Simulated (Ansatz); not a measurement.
# Levels at Γ against strain in ZnS

```xyz
2
Lattice="0.0000 2.7046 2.7046 2.7046 0.0000 2.7046 2.7046 2.7046 0.0000" Properties=species:S:1:pos:R:3 pbc="T T T"
Zn    0.0000    0.0000    0.0000
S     4.0570    4.0570    4.0570
```

Atom numbers follow the list: Zn1, S2.

The cell is COD entry 9000107, as deposited and not checked against the literature; nothing was relaxed.

The calculation used DFT, PBE, all-electron LAPW, scalar-relativistic in Ansatz 0.2.0.

The runs use a Γ-centred 8×8×8 k mesh, Fermi–Dirac smearing of 0.01 eV, basis error target 0.25 meV/atom, no spin polarisation.

The strain is applied along the Cartesian axes of the cell as listed (the other components stay zero). Fractional coordinates are held (clamped ions).

Only quantities that a quadratic follows smoothly over the whole series are listed; rougher ones are left out.

```tsv
εzz	direct gap at Γ, from the mean of the top three filled levels (eV)	singlet less doublet of the top filled triplet at Γ (eV)
-0.0300	2.230	0.103
-0.0200	2.187	0.069
-0.0100	2.143	0.035
0.0000	2.100	0.000
0.0200	2.013	-0.071
0.0300	1.970	-0.107
```

Q: Fit the series and give the slopes at zero strain.

A: Least-squares fits y = p0 + p1 x + p2 x² to the rows give direct gap at Γ, from the mean of the top three filled levels (eV): p1 = -4.34, p2 = 0.18; singlet less doublet of the top filled triplet at Γ (eV): p1 = -3.5, p2 = -2.3. Without spin–orbit coupling the singlet lies 3b(εzz − εxx) above the doublet in the usual convention, so the shear deformation potential is b = -1.17 eV.

Q: One run, at εzz = 0.0100, is withheld. Predict its row.

A: The fits give 2.056, -0.035; the run gave 2.056, -0.035.
